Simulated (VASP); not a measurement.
## Ge: single point with r2SCAN+D3(BJ)

The system is Ge.

```
Ge
1.0
     1.40946   -2.62343    0.00000
     1.40946    2.62343    0.00000
     0.00000    0.00000    2.72201
Ge
1
Direct
  0.50000 0.50000 0.00000
```

This isn't the form of Ge at room conditions, which is diamond.

```yaml
Program: VASP 6.6.1
Task: single point
Functional: r2SCAN
Dispersion: D3(BJ)
Potentials_or_basis: VASP PAW PBE potentials, release 64 (Ge_d)
Cutoff: 520 eV
k_mesh: 9 × 9 × 9
Occupations: methfessel-paxton, width 0.3 eV
Spin: no spin polarisation
Dipole_correction: no
Further_INCAR_settings: ALGO = Normal; EDIFF = 1e-07; NBANDS = 13
```

```
Pressure                   : -6.1 GPa
Band gap on the k mesh     : none (metal or under the smearing width)
Dispersion energy per atom : -0.155 eV
```

Stress tensor (GPa, compression positive):
```
-4.37  0.00  0.00
 0.00 -5.47  0.00
 0.00  0.00 -8.43
```

Levels at points of the mesh, in eV from the Fermi level:
| k point | band 3 | band 4 | band 5 | band 6 | band 7 | band 8 | band 9 | band 10 | band 11 | band 12 |
| --- | --- | --- | --- | --- | --- | --- | --- | --- | --- | --- |
| (0.00, 0.00, 0.00) | -25.40 | -25.30 | -25.29 | -13.32 | 6.80 | 7.27 | 8.81 | 10.42 | 13.06 | 15.58 |

Wall time 30 s on 1 thread of Intel(R) Xeon(R) 6975P-C (Granite Rapids), on a shared host, peak memory 0.16 GiB.

Caveat: the PAW data sets were made with another functional, which shifts forces and pressure a little; pairwise dispersion overbinds metals, which lowers pressure and volume.
